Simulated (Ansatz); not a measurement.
Consider the hydrogen abstraction from the Si–H bond: `[SiH3]N[SiH2]Cl` + `F[C](F)F`• → `[SiH2]N[SiH2]Cl`• + trifluoromethane.

Program: Ansatz. Geometries: PBE0-D4/def2-TZVP. ΔE: electronic, gas phase. CCSD(T)/CBS adds triple-zeta CCSD(T) − MP2 to the extrapolated MP2 energy (def2 sets, frozen cores). This one scheme is used for every species. DFT in def2-TZVPP. Open shells (•) are unrestricted, without spin–orbit coupling. Each species was taken in one conformer, which may not be the lowest.

```
             level  ΔE (kJ/mol)  difference from CCSD(T)/CBS
       LDA (SPW92)        -81.9                        -10.1
         revPBE-D4        -72.0                         -0.2
         r2SCAN-D4        -64.9                          6.9
            B97M-V        -71.2                          0.6
        r2SCANh-D4        -64.5                          7.3
          BHLYP-D4        -63.9                          7.9
           ωB97X-V        -63.6                          8.2
            B2PLYP        -67.7                          4.1
          PBE-QIDH        -70.6                          1.2
               PBE        -72.5                         -0.7
RPA@PBE/def2-TZVPP        -71.6                          0.2
      MP2/def2-SVP        -72.8                         -1.0
  CCSD(T)/def2-SVP        -69.7                          2.1
SCS-MP2/def2-TZVPP        -73.3                         -1.5
CCSD(T)/def2-TZVPP        -71.9                         -0.1
     HF/def2-QZVPP        -48.9                         22.9
       CCSD(T)/CBS        -71.8                            0
```

What do rigid-rotor, harmonic-oscillator terms from PBE0-D4/def2-TZVP frequencies (298.15 K, 1 bar) make of the CCSD(T)/CBS value? (Best estimate.)

The calculation gave: ΔZPE = +9.3 kJ/mol, ΔH = -63.0 kJ/mol, ΔS = -4 J/(mol·K), ΔG = -61.9 kJ/mol. Open shells count their whole term as degenerate. Modes under 50 cm⁻¹ make the entropy rough.

Largest T1 diagnostic among the species: 0.014.

In def2-TZVPP, CCSD(T) changes the Hartree–Fock value by −22.4 kJ/mol (the triples alone add −1.8 kJ/mol) and MP2 by −26.4 kJ/mol. From BLYP to BHLYP (50 % exact exchange), in def2-TZVPP and without D4, ΔE moves by +3.4 kJ/mol.

CCSD(T)/CBS has its own doubt, a few kJ/mol and more with outer-core shells, so smaller differences from it don't rank the levels.
